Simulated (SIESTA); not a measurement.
Crystal: Ge.

```
Ge
1.0
     0.00000    2.82891    2.82891
     2.82891    0.00000    2.82891
     2.82891    2.82891    0.00000
Ge
2
Direct
  0.75000 0.75000 0.75000
  0.50000 0.50000 0.50000
```

| Property | Result |
| --- | --- |
| Program | SIESTA 5.4.2 |
| Task | relaxation of cell and atoms |
| Functional | vdW-DF-C09 |
| Potentials or basis | PseudoDojo 0.4 standard (PBE files, fully relativistic) |
| Basis | DZP (energy shift 0.002 Ry) |
| Grid cutoff | 1200 Ry |
| Energy shift | 0.002 Ry |
| k mesh | 6 × 6 × 6 |
| Occupations | fermi-dirac, width 0.05 eV |
| Spin | non-collinear spin, ferromagnetic start, spin-orbit coupling |
| Starting moments | [[0.5, 0.0, 0.0], [0.5, 0.0, 0.0]] μB |

At the start: pressure 4.9 GPa; volume 22.64 Å³/atom.

**Question.** Where does the relaxation end?

**Answer.** Over 5 steps the energy falls by 23.3 meV/atom and the volume is 24.29 Å³/atom (+7.3 %); space group Fd-3m (No. 227, to 0.05 Å); moment 0.01 μB per cell.

The path:
```tsv
step	energy change (eV)	largest force (eV/Å)	pressure (GPa)	volume (Å³)
1	0.0000	0.0002	4.88	45.28
2	-0.0047	0.0001	4.65	45.43
3	-0.0461	0.0010	-0.35	48.97
4	-0.0465	0.0004	-0.17	48.76
5	-0.0467	0.0003	-0.02	48.59
```

Final structure:
```
CELL_PARAMETERS angstrom
0.00005 2.89628 2.89629
2.89628 0.00005 2.89629
2.89628 2.89628 0.00005
ATOMIC_POSITIONS crystal
Ge 0.75000 0.75000 0.75000
Ge 0.50000 0.50000 0.50000
```

Caveat: semicore shells carry a single zeta, which can move pressures by several GPa and volumes by a few percent; the potentials were made for another functional, which shifts forces and pressure; the basis of atomic orbitals isn't converged, which shifts pressures, moduli and gaps.
